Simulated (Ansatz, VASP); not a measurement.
This is a calculation of Zr for Ansatz 0.2.0.

File input.yaml:

```yaml
crystal:
  lattice:
    - [3.23199822, 0.0, 0.0]
    - [-1.61599911, 2.79899257, 0.0]
    - [0.0, 0.0, 5.147]
  atoms:
    - { symbol: Zr, position: [0.33465424, 0.67413001, 0.25389985] }
    - { symbol: Zr, position: [0.66534576, 0.32586999, 0.74610015] }
hamiltonian:
  xc: r2scan
  pseudopotentials: { kind: paw }
kpoints:
  mp_grid: { grid: [7, 7, 4] }
  band_path:
    path:
      - [[0.0, 0.0, 0.0], [0.5, 0.0, 0.0], [0.3333333333, 0.3333333333, 0.0], [0.0, 0.0, 0.0], [0.0, 0.0, 0.5], [0.5, 0.0, 0.5], [0.3333333333, 0.3333333333, 0.5], [0.0, 0.0, 0.5]]
      - [[0.5, 0.0, 0.5], [0.5, 0.0, 0.0]]
      - [[0.3333333333, 0.3333333333, 0.0], [0.3333333333, 0.3333333333, 0.5]]
    npoints: 14
scf:
  occupations: { method: fermi_dirac, width: 0.05 }
  n_extra_bands: 6
output:
  forces: true
  stress: true
  eigenvalues: true
  fatbands: true
```

Potentials or basis: Ansatz PAW.

Launch:

```sh
$ ansatz run input.yaml --threads 2 --pin off --max-ram 5632MiB --backend cpu --events-out ev --progress --plain --runs-dir out
```

Question: Set up the same calculation for VASP 6.6.1. Potentials there: VASP PAW PBE potentials, release 64 (Zr_sv).

Answer: As run (the cutoff follows the program's own potentials):

File INCAR:

```
PREC = Accurate
ENCUT = 520
EDIFF = 1E-6
ISMEAR = -1
SIGMA = 0.05
LREAL = F
LASPH = T
NELM = 60
ALGO = Normal
ISIF = 2
LWAVE = F
LCHARG = F
LMAXMIX = 4
METAGGA = R2SCAN
LMIXTAU = T
NBANDS = 19
```

KPOINTS

```
Automatic mesh
0
Gamma
  7 7 4
```

The input POSCAR:

```
Zr
1.0
    3.2319982200      0.0000000000      0.0000000000
   -1.6159991100      2.7989925700      0.0000000000
    0.0000000000      0.0000000000      5.1470000000
Zr
2
Direct
    0.3346542400      0.6741300100      0.2538998500
    0.6653457600      0.3258699900      0.7461001500
```

Contents of KPOINTS_OPT:

```
path GMKGALHA,LM,KH
15
line-mode
reciprocal
 0.0000000000  0.0000000000  0.0000000000  G
 0.5000000000  0.0000000000  0.0000000000  M

 0.5000000000  0.0000000000  0.0000000000  M
 0.3333333333  0.3333333333  0.0000000000  K

 0.3333333333  0.3333333333  0.0000000000  K
 0.0000000000  0.0000000000  0.0000000000  G

 0.0000000000  0.0000000000  0.0000000000  G
 0.0000000000  0.0000000000  0.5000000000  A

 0.0000000000  0.0000000000  0.5000000000  A
 0.5000000000  0.0000000000  0.5000000000  L

 0.5000000000  0.0000000000  0.5000000000  L
 0.3333333333  0.3333333333  0.5000000000  H

 0.3333333333  0.3333333333  0.5000000000  H
 0.0000000000  0.0000000000  0.5000000000  A

 0.5000000000  0.0000000000  0.5000000000  L
 0.5000000000  0.0000000000  0.0000000000  M

 0.3333333333  0.3333333333  0.0000000000  K
 0.3333333333  0.3333333333  0.5000000000  H
```

Potentials or basis: VASP PAW PBE potentials, release 64 (Zr_sv).

The run is started by

```sh
$ cat potpaw_PBE.64/Zr_sv/POTCAR > POTCAR
$ mpirun -np 1 vasp_std > vasp.out
```

Both were run:

|  | VASP | Ansatz | Ansatz less VASP |
| --- | --- | --- | --- |
| gap on the k mesh at the Fermi level (eV) | none | none | - |
| pressure (GPa) | 1.1 | 1.1 | 0.00 |
| largest component of the traceless stress (GPa) | 0.66 | 0.67 | +0.008 |
| rms of the force components (eV/Å) | 0.077 | 0.077 | -0.0001 |

Atom by atom the forces differ by 0.000 eV/Å (rms over components). A gap of «none» marks a metal or a gap that the smearing closes.

Caveats: the PAW data sets were made with another functional, which shifts forces and pressure a little (VASP); the PAW data sets come from PBE, with cores solved anew for the run's functional, which leaves a small shift of forces and pressure (Ansatz).
